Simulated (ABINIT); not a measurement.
Input of an ABINIT 10.8.3 (patched build) run:

run.abi

```
ndtset 7
getwfk -1
scalecart1 3*0.9795861087
scalecart2 3*0.9864848297
scalecart3 3*0.9932883884
scalecart4 3*1.0000000000
scalecart5 3*1.0066227096
scalecart6 3*1.0131594038
scalecart7 3*1.0196128224

pp_dirpath "./"
pseudos "Si.upf"

acell 7.2740828278 7.2740828278 7.2740828278
rprim
     0.0000000000     0.7071067812     0.7071067812
     0.7071067812     0.0000000000     0.7071067812
     0.7071067812     0.7071067812     0.0000000000
ntypat 1
znucl 14
natom 2
typat 1 1
xred
     0.5000000000     0.5000000000     0.5000000000
     0.7500000000     0.7500000000     0.7500000000

ecut 16.0

kptopt 1
ngkpt 8 8 8
nshiftk 1
shiftk 0.0 0.0 0.0

ixc 1

nband 8
occopt 3
tsmear 0.05 eV

nstep 100
tolvrs 1.0e-10

iomode 3
prtwf 1
prtden 0
prteig 0
prtebands 0
enunit 2
```

Potentials or basis: PseudoDojo NC SR LDA v0.4.1 standard.

Launch:

```sh
$ abinit run.abi > log 2>&1
```

(1) Predict the equilibrium volume.

(2) Predict the bulk modulus.

(3) Estimate the pressure derivative of the bulk modulus.

## Answers

(1) 19.64 Å³/atom.

(2) 96 GPa.

(3) 4.3.

Caveat: pressures at fixed basis lie under the slope of the energies.
